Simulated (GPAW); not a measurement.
# MnO2 (P-3m1) in GPAW: single point with PBEsol

Aim: the single point of MnO2 with PBEsol.

Program: GPAW 26.7.0. These are calculated values, not measurements. Logs are shortened: lines on timing, memory, paths and dates and some standing lists are left out, and cuts for length are marked. The log counts tension as positive stress, the text compression.

### 1 The crystal as given

Symmetry: P-3m1, No. 164, trigonal system. The conventional cell has a = 2.857 Å, b = 2.857 Å, c = 4.601 Å, α = 90.00°, β = 90.00°, γ = 120.00°. Mn (site symmetry -3m) has 6 O at 1.90 Å as nearest neighbours. O (site symmetry 3m) is surrounded by 3 Mn at 1.90 Å.

Measurements of this composition are mostly on another form, of space group No. 136.

### 2 Single point, PBEsol, collinear spin, ferromagnetic start

run.py reads:

```python
from ase import Atoms
from ase.dft.bandgap import bandgap
from ase.io import write
from ase.units import GPa
from gpaw import GPAW, PW, setup_paths

setup_paths.insert(0, '.')

atoms = Atoms(['Mn', 'O', 'O'],
              cell=[[2.8565781804, 0.0, 0.0],
                    [-1.4282890902, 2.4738692722, 0.0],
                    [0.0, 0.0, 4.6013740589]],
              scaled_positions=[[0.0, 0.0, 0.5],
                                [0.3333333333, 0.6666666667, 0.70629257],
                                [0.6666666667, 0.3333333333, 0.29370743]],
              pbc=True)
atoms.set_initial_magnetic_moments([5.0, 0.0, 0.0])

calc = GPAW(mode=PW(600),
            xc='PBEsol',
            kpts={'size': (9, 9, 5), 'gamma': True},
            occupations={'name': 'fermi-dirac', 'width': 0.05},
            nbands=26,
            maxiter=120,
            txt='gpaw.txt')
atoms.calc = calc
energy = atoms.get_potential_energy()
forces = atoms.get_forces()
stress = atoms.get_stress()
calc.write('gs.gpw')
write('result.traj', atoms)
print(f'Energy: {energy:.6f} eV')
print('Forces (eV/A):')
print(forces.round(4))
print('Stress (GPa):', (stress / GPa).round(3))
print('Moments:', calc.get_magnetic_moments().round(3))
print('Fermi level:', round(calc.get_fermi_level(), 4), 'eV')
print(f'Gap: {bandgap(calc)[0]:.4f} eV, direct: {bandgap(calc, direct=True)[0]:.4f} eV')
```

Potentials or basis: PAW data sets generated in the run's folder for this functional, pw.

Launch:

```console
$ gpaw-setup -f PBEsol Mn O
$ OMP_NUM_THREADS=1 python run.py
```

gpaw.txt:

```text
__  _  _
 | _ |_)|_||  |
 |__||  | ||/\| - 26.7.0

Input parameters:
  mode=PW(ecut=600.0),
  kpts=MonkhorstPack(size=(9, 9, 5), gamma=True),
  maxiter=120,
  nbands=26,
  occupations=Occupations(name='fermi-dirac', width=0.05),
  xc=XC(name='PBEsol')

Diagonalizing LCAO Hamiltonian
Converting LCAO to pw mode

        O

       Mn
           O

Atoms  # Å, Bohr magnetons
|   | symbol |         x |        y |        z |    initial magnetic moments |
|---|--------|-----------|----------|----------|-----------------------------|
| 0 |     Mn |  0.000000 | 0.000000 | 2.300687 | ( 0.0000,  0.0000,  5.0000) |
| 1 |      O | -0.000000 | 1.649246 | 3.249916 | ( 0.0000,  0.0000,  0.0000) |
| 2 |      O |  1.428289 | 0.824623 | 1.351458 | ( 0.0000,  0.0000,  0.0000) |

Unit cell  # Å
| periodic |         x |        y |        z |  lengths |     angles |
|----------|-----------|----------|----------|----------|------------|
|      yes |  2.856578 | 0.000000 | 0.000000 | 2.856578 |  90.000000 |
|      yes | -1.428289 | 2.473869 | 0.000000 | 2.856578 |  90.000000 |
|      yes |  0.000000 | 0.000000 | 4.601374 | 4.601374 | 120.000000 |

Number of symmetries: 12
Symmetry operations  # r_c * U_cc + t_c -> r_c
|    | kind |            matrix            |
|----|------|------------------------------|
|  0 |  σ   |  1, 1, 0,  0,-1, 0,  0, 0, 1 |
|  1 |  S6  |  1, 1, 0, -1, 0, 0,  0, 0,-1 |
|  2 |  E   |  1, 0, 0,  0, 1, 0,  0, 0, 1 |
|  3 |  C2  |  1, 0, 0, -1,-1, 0,  0, 0,-1 |
|  4 |  C2  |  0, 1, 0,  1, 0, 0,  0, 0,-1 |
|  5 |  C3  |  0, 1, 0, -1,-1, 0,  0, 0, 1 |
|  6 |  S6  |  0,-1, 0,  1, 1, 0,  0, 0,-1 |
|  7 |  σ   |  0,-1, 0, -1, 0, 0,  0, 0, 1 |
|  8 |  σ   | -1, 0, 0,  1, 1, 0,  0, 0, 1 |
|  9 |  i   | -1, 0, 0,  0,-1, 0,  0, 0,-1 |
| 10 |  C3  | -1,-1, 0,  1, 0, 0,  0, 0, 1 |
| 11 |  C2  | -1,-1, 0,  0, 1, 0,  0, 0,-1 |

BZ-sampling:
  Number of BZ points: 405
  Number of IBZ points: 50

  Monkhorst-Pack size: [9, 9, 5]
  Monkhorst-Pack shift: [0, 0, 0]

K-points  # in reciprocal-cell coordinates
|     |                                coordinates |     weight |
|-----|--------------------------------------------|------------|
|   0 | (  0.00000000,   0.00000000,   0.00000000) | 0.00246914 |
|   1 | (  0.00000000,   0.00000000,   0.20000000) | 0.00493827 |
|   2 | (  0.00000000,   0.00000000,   0.40000000) | 0.00493827 |
|   3 | (  0.11111111,   0.00000000,  -0.40000000) | 0.01481481 |
|   4 | (  0.11111111,   0.00000000,  -0.20000000) | 0.01481481 |
|   5 | (  0.11111111,   0.00000000,   0.00000000) | 0.01481481 |
|   6 | (  0.11111111,   0.00000000,   0.20000000) | 0.01481481 |
|   7 | (  0.11111111,   0.00000000,   0.40000000) | 0.01481481 |
|   8 | (  0.22222222,  -0.11111111,   0.00000000) | 0.01481481 |
|   9 | (  0.22222222,  -0.11111111,   0.20000000) | 0.02962963 |
| ... |                                            |            |
|  49 | (  0.44444444,   0.44444444,   0.40000000) | 0.02962963 |

Plane wave coefficients: 1098
Cutoff: 600.0 eV

Spin-components: 2 (collinear spins)
[... 74 lines left out ...]
  niter=2

density mixing:
  MSR1-Mixer
  Pratt-step length: 0.05
  Maximum mixing coefficient: 0.75
  Old densities: 10
  SVD Regularization: 0.005
  Good broyden scale: 1.0
  Trust region scale: 1.0
  Backstep threshold: 4.0
  History deletion threshold: 6.0
  Fourier metric: weight=20.0, sigma=0.015

occupation numbers:
  Fermi-Dirac:
    width: 0.0500  # eV

poisson solver:
  ecut: 4800.0  # eV

xc functional:
  name: PBEsol with 2 nearest neighbor stencil

convergence criteria:
- Maximum [total energy] change in last 3 cyles: 0.0005 eV / valence electron
- Maximum integral of absolute [dens]ity change: 0.0001 electrons / valence electron
- Maximum integral of absolute [eigenst]ate change: 4e-08 eV^2 / valence electron
maximum number of iterations: 120

SCF iterations
|iter     | |      energy | eigst |  dens |  magmom |
|---------|-|-------------|-------|-------|---------|
|iter:   1| |  -27.577965 | +0.12 |       |  +5.0024|
|iter:   2| |  -26.553045 | -2.10 | -0.72 |  +4.9023|
|iter:   3| |  -25.604094 | -1.74 | -0.78 |  +4.1562|
|iter:   4| |  -25.783317 | -2.80 | -1.16 |  +3.7136|
|iter:   5| |  -25.888143 | -2.84 | -1.30 |  +3.1266|
|iter:   6| |  -25.905218 | -3.58 | -1.73 |  +2.9338|
|iter:   7| |  -25.908588 | -4.68 | -2.19 |  +2.9926|
|iter:   8| |  -25.908767c| -5.27 | -2.64 |  +3.0000|
|iter:   9| |  -25.908771c| -6.61 | -3.35 |  +3.0008|
|iter:  10| |  -25.908772c| -7.56c| -3.99 |  +3.0003|
|iter:  11| |  -25.908772c| -7.73c| -4.58c|  +3.0000|

Converged in 11 steps
Energy contributions relative to reference atoms: (reference = -35551.246552)

Energy contributions:
  Kinetic:          18.413971
  Coulomb:         -20.723571
  Zero:              0.391799
  External:          0.000000
  Xc:              -23.990960
  Entropy:          -0.000020
  Spinorbit:         0.000000
  ----------------------------
  Free energy:     -25.908782
  Extrapolated:    -25.908772

dipole moment: (-3.321779, -5.753489, 0.000001)  # |e|*Ang

Total magnetic moment: (0.000000, 0.000000, 2.999988)

Local magnetic moments
|        x |        y |        z |
|----------|----------|----------|
| 0.000000 | 0.000000 | 2.811313 |  # Mn   0
| 0.000000 | 0.000000 | 0.036330 |  # O    1
| 0.000000 | 0.000000 | 0.036330 |  # O    2

Fermi level: 4.405
Eigenvalues  # (at kpt = [0.000, 0.000, 0.000])
| band index |      eig [eV] | occ [0-1] |      eig [eV] | occ [0-1] |
|------------|---------------|-----------|---------------|-----------|
|          0 |       -77.289 |     1.000 |       -74.121 |     1.000 |
|        ... |               |           |               |           |
|          6 |        -2.427 |     1.000 |        -1.584 |     1.000 |
|          7 |        -2.033 |     1.000 |        -1.110 |     1.000 |
|          8 |        -2.033 |     1.000 |        -1.109 |     1.000 |
|          9 |         1.626 |     1.000 |         2.576 |     1.000 |
|         10 |         1.627 |     1.000 |         2.576 |     1.000 |
|         11 |         2.492 |     1.000 |         2.917 |     1.000 |
|         12 |         2.492 |     1.000 |         4.758 |     0.001 |
|         13 |         2.740 |     1.000 |         4.762 |     0.001 |
|         14 |         3.681 |     1.000 |         6.417 |     0.000 |
|         15 |         6.912 |     0.000 |         8.300 |     0.000 |
|         16 |         6.913 |     0.000 |         8.300 |     0.000 |
|         17 |        10.914 |     0.000 |        11.300 |     0.000 |
|         18 |        14.093 |     0.000 |        14.633 |     0.000 |
|         19 |        18.639 |     0.000 |        19.052 |     0.000 |
|         20 |        23.312 |     0.000 |        24.059 |     0.000 |
|        ... |               |           |               |           |
|         25 |        27.419 |     0.000 |        28.340 |     0.000 |

Gap: 0.712 eV
Transition (v -> c):
  (s=0, k=3, n=14, [0.11, 0.00, -0.40]) -> (s=1, k=2, n=12, [0.00, 0.00, 0.40])
Direct/indirect transitions are different
Direct gap: 0.777 eV
Transition at: (s=0->1, k=2, n=14, [0.00, 0.00, 0.40])

Forces  # eV/Ang
|        x |        y |        z |
|----------|----------|----------|
| -0.00000 |  0.00000 |  0.00000 |  # Mn   0
|  0.00000 |  0.00000 |  0.05587 |  # O    1
| -0.00000 | -0.00000 | -0.05587 |  # O    2

Stress tensor  # eV/Ang^3
|        x |         y |         z |
|----------|-----------|-----------|
| 0.030745 |  0.000000 |  0.000000 |
| 0.000000 |  0.030745 | -0.000000 |
| 0.000000 | -0.000000 |  0.026172 |

# Writing to gs.gpw (mode='')
```

It took 41 s on 1 thread of Intel Xeon 6975P-C (Granite Rapids), shared host; peak memory 0.2 GiB.

What came out:

```
Free energy            : -25.9088 eV
Pressure               : -4.7 GPa
Largest force          : 0.056 eV/Å
Band gap on the k mesh : 0.71 eV, indirect (least direct gap 0.78 eV)
Net moment             : 3.00 μB per cell
Site moments           : Mn +2.81; O +0.04 μB
```

Forces on the atoms (eV/Å):
```
Mn   0.000  0.000  0.000
O    0.000  0.000  0.056
O    0.000  0.000 -0.056
```

Stress tensor (GPa, compression positive):
```
-4.93  0.00  0.00
 0.00 -4.93  0.00
 0.00  0.00 -4.19
```

Caveat: the cutoff is short for stress and forces, so pressures can be off by a GPa or more; an odd mesh through Γ misses points on the zone boundary, where band edges often lie; a cell with one magnetic atom can't hold antiferromagnetic order, which such compounds often take. PBEsol gaps usually lie below the measured ones, often by a third to a half.
